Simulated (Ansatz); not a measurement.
Runs of Ansatz 0.2.0 on MoS2. Symmetry: R3m, No. 160, trigonal system. The conventional cell has a = 3.160 Å, b = 3.160 Å, c = 18.450 Å, α = 90.00°, β = 90.00°, γ = 120.00°. Mo (site symmetry 3m) is surrounded by 6 S at 2.39 Å. S (site symmetry 3m) is surrounded by 3 Mo at 2.39 Å. S (site symmetry 3m) has 3 Mo at 2.39 Å as nearest neighbours. Measurements of this composition are mostly on another form, of space group No. 194.

| task | level | spin | cell | k mesh | smearing | points for each segment of the path | atoms under strain | gap on the mesh (eV) | pressure (GPa) | relaxed volume (Å³/atom) | largest force (eV/Å) |
| --- | --- | --- | --- | --- | --- | --- | --- | --- | --- | --- | --- |
| relaxation of cell and atoms | PBEsol+D4 | off | relaxed | 10 × 10 × 10 | fermi-dirac 0.05 eV | - | - | 0.66 | 0.0 | 16.68 | - |
| relaxation of cell and atoms | revPBE | off | relaxed | 10 × 10 × 10 | fermi-dirac 0.05 eV | - | - | 1.65 | 0.0 | 25.99 | - |
| relaxation of cell and atoms | PBEsol+D3(BJ) | off | relaxed | 10 × 10 × 10 | fermi-dirac 0.05 eV | - | - | 0.52 | 0.0 | (c) | 0.01 |
| band structure | RPBE | off | as given | 10 × 10 × 10 | fermi-dirac 0.05 eV | 14 | - | 1.00 | 8.1 | - | 0.59 |
| relaxation of cell and atoms | RPBE | off | relaxed | 10 × 10 × 10 | fermi-dirac 0.05 eV | - | - | (b) | 0.0 | 23.91 | - |
| elastic constants | LDA | off | as given | 7 × 7 × 7 | fixed | - | relaxed | 0.99 | -2.6 | - | - |
| band structure | revPBE | off | as given | 10 × 10 × 10 | fermi-dirac 0.05 eV | 14 | - | 0.99 | 7.3 | - | 0.57 |
| band structure | PBEsol | SOC, no magnetisation | as given | 7 × 7 × 7 | fermi-dirac 0.05 eV | 14 | - | 1.01 | 0.3 | - | (a) |

Alike in all rows: potentials or basis Ansatz PAW; cutoff (eV) 420.

Q: Fill in the values left out.

A: (a) 0.26; (b) 1.56; (c) 16.21.

Caveats: the PAW data sets come from PBE, with cores solved anew for the run's functional, which leaves a small shift of forces and pressure; the plane-wave basis is chosen anew once the cell has moved, so the energies of steps on either side of that aren't comparable (some runs); the k mesh misses the band edges, so the gap on the mesh is wider than the one along the path (some runs); the volume moved by over 15 % at a fixed basis, so the end points are rough (some runs); the volume moved by +47 % from the deposited cell, more than functionals usually miss (some runs); the volume moved by +35 % from the deposited cell, more than functionals usually miss (some runs); odd divisions of the mesh miss points on the zone boundary, where band edges often lie, so the gap on the mesh can be too wide (some runs).

A k mesh can miss the band edges, and rows without SOC leave out spin-orbit coupling on Mo.
